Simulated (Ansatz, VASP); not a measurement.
## MgO: VASP beside Ansatz

File INCAR:

```
PREC = Accurate
ENCUT = 520
EDIFF = 1E-6
ISMEAR = 0
SIGMA = 0.05
LREAL = F
LASPH = T
NELM = 100
ALGO = Normal
ISIF = 2
LWAVE = F
LCHARG = F
GGA = CA
NBANDS = 11
```

File KPOINTS:

```
Automatic mesh
0
Gamma
  6 6 6
```

POSCAR

```
MgO
1.0
    2.5703633984      0.0000000000      0.0000000000
    0.0000000000      2.5703633984      0.0000000000
    0.0000000000      0.0000000000      2.5703633984
Mg O
1 1
Direct
    0.0000000000      0.0000000000      0.0000000000
    0.5000000000      0.5000000000      0.5000000000
```

Input for Ansatz:

```yaml
crystal:
  lattice:
    - [2.5703633984, 0.0, 0.0]
    - [0.0, 2.5703633984, 0.0]
    - [0.0, 0.0, 2.5703633984]
  atoms:
    - { symbol: Mg, position: [0.0, 0.0, 0.0] }
    - { symbol: O, position: [0.5, 0.5, 0.5] }
basis:
  ecutwfc: 420
kpoints:
  mp_grid: { grid: [6, 6, 6] }
hamiltonian:
  xc: lda
scf:
  occupations: { method: gaussian, width: 0.05 }
output:
  forces: true
  stress: true
  eigenvalues: true
```

Measurements of this composition are mostly on another form, of space group No. 225.

Alike in both runs: task single point; functional LDA; k mesh 6 × 6 × 6; occupations gaussian, width 0.05 eV; no spin polarisation.

```csv
,VASP,Ansatz
version,VASP 6.6.1,Ansatz 0.2.0
potentials or method,"VASP PAW LDA potentials, release 64 (Mg, O)","scalar-relativistic, plane waves, PAW"
plane-wave cutoff (eV),520,420
valence electrons in the cell,8,16
```

VASP gave:

```
gap on the k mesh at the Fermi level (eV) : 3.16
least direct gap on the mesh (eV)         : 4.27
pressure (GPa)                            : 2.7
```

Question: What did Ansatz give for the same quantities?

Answer: gap on the k mesh at the Fermi level (eV): 3.16; least direct gap on the mesh (eV): 4.26; pressure (GPa): 5.6.

The two sets of potentials don't hold the same shells in valence.

A k mesh can miss the band edges. Expect the measured gap to be larger: semilocal functionals such as LDA lack the derivative discontinuity.
